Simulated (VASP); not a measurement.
Crystal: W2C.

```
W C
1.0
     3.07005    0.00000    0.00000
    -1.53502    2.65874    0.00000
     0.00000    0.00000    4.67843
W C
2 1
Direct
  0.66667 0.33333 0.25367
  0.33333 0.66667 0.74633
  0.00000 0.00000 0.00000
```

The cell comes from a database or a generator and needn't be the stable form of this composition.

Base run:

- Program: VASP 6.6.1
- Functional: LDA
- Potentials or basis: VASP PAW LDA potentials, release 64 (W_sv, C)
- Cutoff: 520 eV
- k mesh: 10 × 10 × 6
- Occupations: gaussian, width 0.02 eV
- Spin: no spin polarisation

Its results: band gap on the k mesh none (metal or under the smearing width); pressure -13.5 GPa; largest force 0.220 eV/Å.

The run is repeated on the same cell with these changes: potentials or basis from VASP PAW LDA potentials, release 64 (W_sv, C) to VASP PAW LDA potentials, release 64 (W_sv_GW, C_GW); cutoff from 520 eV to 550 eV; further incar settings from ALGO = Normal; EDIFF = 1.00e-06 to ALGO = Fast; EDIFF = 1.00e-06. What comes out?

Band gap on the k mesh none (metal or under the smearing width); pressure -15.5 GPa; largest force 0.254 eV/Å.

Caveats: so large a pressure means that the cell lies far from this level's equilibrium, or that cutoff or potentials fall short (some runs).
